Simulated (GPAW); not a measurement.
A calculation with GPAW 26.7.0 of BeTe (native input, Cartesian positions):

Contents of run.py:

```python
from ase.io import read
from gpaw import PW
from gpaw.dft import DFT

atoms = read('BeTe.xyz')

dft = DFT(atoms,
          mode=PW(800),
          xc='PBE',
          kpts={'size': (8, 8, 8), 'gamma': True},
          occupations={'name': 'fermi-dirac', 'width': 0.05},
          nbands=11,
          convergence={'density': 1e-05, 'energy': 1e-05},
          maxiter=150,
          txt='gpaw.txt')
print(f'Energy: {dft.calculate_energy():.6f} eV')
print('Forces (eV/A):')
print(dft.calculate_forces().round(4))
print('Stress (eV/A^3):', dft.calculate_stress().round(6))
dft.write_gpw_file('gs.gpw')
```

Contents of BeTe.xyz:

```xyz
2
Lattice="1.7870000000 -4.7974500000 0.0000000000 1.7870000000 4.7974500000 0.0000000000 0.0000000000 0.0000000000 3.5691500000" Properties=species:S:1:pos:R:3 pbc="T T T"
Be     1.7870000000      0.0000000000      1.7845750000
Te     0.0000000000      0.0000000000      0.0000000000
```

Potentials or basis: GPAW PAW data sets (gpaw-data 1.2.1), pw.

Launch:

```console
$ OMP_NUM_THREADS=1 python run.py
```

The cell was built by a generator and needn't be a form met in nature.

Write the same calculation in another form: ASE script, structure typed inline.

As run:

run.py

```python
from ase import Atoms
from ase.dft.bandgap import bandgap
from ase.io import write
from ase.units import Bohr, GPa
from gpaw import GPAW, PW
from gpaw.elf import elf_from_dft_calculation

atoms = Atoms(['Be', 'Te'],
              cell=[[1.787, -4.79745, 0.0],
                    [1.787, 4.79745, 0.0],
                    [0.0, 0.0, 3.56915]],
              scaled_positions=[[0.5, 0.5, 0.5],
                                [0.0, 0.0, 0.0]],
              pbc=True)

calc = GPAW(mode=PW(800),
            xc='PBE',
            kpts={'size': (8, 8, 8), 'gamma': True},
            occupations={'name': 'fermi-dirac', 'width': 0.05},
            nbands=11,
            convergence={'density': 1e-05, 'energy': 1e-05},
            maxiter=150,
            txt='gpaw.txt')
atoms.calc = calc
energy = atoms.get_potential_energy()
forces = atoms.get_forces()
stress = atoms.get_stress()
calc.write('gs.gpw')
write('result.traj', atoms)
print(f'Energy: {energy:.6f} eV')
print('Forces (eV/A):')
print(forces.round(4))
print('Stress (GPa):', (stress / GPa).round(3))
print('Fermi level:', round(calc.get_fermi_level(), 4), 'eV')
print(f'Gap: {bandgap(calc)[0]:.4f} eV, direct: {bandgap(calc, direct=True)[0]:.4f} eV')

# fields on the real-space grid
write('density.cube', atoms, data=calc.get_pseudo_density() * Bohr**3)
write('potential.cube', atoms, data=calc.get_electrostatic_potential())
write('elf.cube', atoms, data=elf_from_dft_calculation(calc).data)
```

Potentials or basis: GPAW PAW data sets (gpaw-data 1.2.1), pw.

Command:

```bash
$ OMP_NUM_THREADS=1 python run.py
```

Both were run:

|  | native input, Cartesian positions | ASE script, structure typed inline |
| --- | --- | --- |
| Pressure | 0.0 GPa | 0.0 GPa |
| Band gap on the k mesh | none (metal or under the smearing width) | none (metal or under the smearing width) |

Keys that steer only the numerical path or the files written may differ.
